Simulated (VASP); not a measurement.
Write the native input for VASP 6.6.1 that does the following.

* Task: single point
* Functional: PBE0
* Potentials or basis: VASP PAW PBE potentials, release 64 (B, As)
* Cutoff: 520 eV
* k mesh: 6 × 6 × 6
* Occupations: gaussian, width 0.01 eV
* Spin: no spin polarisation
* Dipole correction: no
* Exchange at q = 0: truncated
* Grid for exact exchange (PRECFOCK): Normal
* Further INCAR settings: ALGO = Normal; EDIFF = 1e-06; NBANDS = 11

Crystal: BAs.

```
CELL_PARAMETERS angstrom
0.00000 2.39187 2.39187
2.39187 0.00000 2.39187
2.39187 2.39187 0.00000
ATOMIC_POSITIONS crystal
B 0.00000 0.00000 0.00000
As 0.25000 0.25000 0.25000
```

One way to write it, as run:

POSCAR

```
BAs
1.0
    0.0000000000      2.3918700258      2.3918700258
    2.3918700258      0.0000000000      2.3918700258
    2.3918700258      2.3918700258      0.0000000000
B As
1 1
Direct
    0.0000000000      0.0000000000      0.0000000000
    0.2500000000      0.2500000000      0.2500000000
```

INCAR.step1

```
SYSTEM = BAs
PREC = Accurate
ENCUT = 520
EDIFF = 1E-5
ISMEAR = 0
SIGMA = 0.01
LREAL = .FALSE.
LASPH = .TRUE.
NELM = 100
ALGO = Normal
ISIF = 2
LWAVE = .TRUE.
NBANDS = 11
GGA = PE
```

INCAR.step2

```
SYSTEM = BAs
PREC = Accurate
ENCUT = 520
EDIFF = 1E-6
ISMEAR = 0
SIGMA = 0.01
LREAL = .FALSE.
LASPH = .TRUE.
NELM = 100
ALGO = Normal
ISIF = 2
LWAVE = .FALSE.
LCHARG = .TRUE.
GGA = PE
LHFCALC = .TRUE.
AEXX = 0.25
PRECFOCK = Normal
HFRCUT = -1
LELF = .TRUE.
LVHAR = .TRUE.
NBANDS = 11
ISTART = 1
```

KPOINTS

```
Automatic mesh
0
G
  6 6 6
  0 0 0
```

Potentials or basis: VASP PAW PBE potentials, release 64 (B, As).

The run is started by

```bash
$ cat potpaw_PBE.64/B/POTCAR potpaw_PBE.64/As/POTCAR > POTCAR
$ cp INCAR.step1 INCAR
$ mpirun -np 1 vasp_std > vasp.out
$ cp INCAR.step2 INCAR
$ mpirun -np 1 vasp_std > vasp.out
```

It gave:

The pressure is -1.3 GPa and the band gap on the k mesh is 2.63 eV, indirect (least direct gap 4.79 eV).

Caveat: the PAW data sets were made with another functional, which shifts forces and pressure a little.

It took 5.1 min on 1 thread of Intel(R) Xeon(R) Platinum 8488C (Sapphire Rapids), with other jobs on the host, peak memory 0.17 GiB.
